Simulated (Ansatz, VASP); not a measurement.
This is a calculation of Hf for VASP 6.6.1.

File INCAR:

```
ALGO = Normal
EDIFF = 1E-7
ENCUT = 520
GGA = CA
ISIF = 2
ISMEAR = -1
LASPH = True
LCHARG = False
LREAL = False
LWAVE = False
NBANDS = 22
NELM = 100
PREC = Accurate
SIGMA = 0.05
```

KPOINTS

```
k-points
0
Gamma
  6 6 9
```

POSCAR

```
Hf
1.0
    4.9290243154      0.0000000000      0.0000000000
   -2.4645121577      4.2686602729      0.0000000000
    0.0000000000      0.0000000000      3.0655186578
Hf
3
Direct
    0.0000000000      0.0000000000      0.0000000000
    0.3333333333      0.6666666667      0.5000000000
    0.6666666667      0.3333333333      0.5000000000
```

Potentials or basis: VASP PAW LDA potentials, release 64 (Hf_pv).

Run with:

```console
$ cat potpaw_LDA.64/Hf_pv/POTCAR > POTCAR
$ mpirun -np 1 vasp_std > vasp.out
```

Question: Set up the same calculation for Ansatz 0.2.0. Potentials there: all-electron LAPW, scalar-relativistic.

Answer: As run (the cutoff follows the program's own potentials):

Contents of input.yaml:

```yaml
crystal:
  lattice:
    - [4.9290243154, 0.0, 0.0]
    - [-2.4645121577, 4.2686602729, 0.0]
    - [0.0, 0.0, 3.0655186578]
  atoms:
    - { symbol: Hf, position: [0.0, 0.0, 0.0] }
    - { symbol: Hf, position: [0.3333333333, 0.6666666667, 0.5] }
    - { symbol: Hf, position: [0.6666666667, 0.3333333333, 0.5] }
kpoints:
  mp_grid: { grid: [6, 6, 9] }
scf:
  occupations: { method: fermi_dirac, width: 0.05 }
hamiltonian:
  xc: lda
  pseudopotentials: { kind: all_electron, lapw: { basis_error: 0.002 } }
output:
  forces: true
  stress: true
  eigenvalues: true
```

Potentials or basis: all-electron LAPW, scalar-relativistic.

Run with:

```bash
$ ansatz run input.yaml --threads 2 --pin off --max-ram 8192MiB --backend cpu --events-out ev --progress --plain --runs-dir out
```

Both were run:

|  | VASP | Ansatz | Ansatz less VASP |
| --- | --- | --- | --- |
| gap on the k mesh at the Fermi level (eV) | none | none | - |
| pressure (GPa) | -4.6 | -4.6 | -0.01 |
| largest component of the traceless stress (GPa) | 0.79 | 0.66 | -0.128 |

A gap of «none» marks a metal or a gap that the smearing closes. Ansatz ran all-electron here, so the differences hold the error of VASP's frozen core and of both bases.

Spin-orbit coupling is left out, which matters for the levels of Hf.
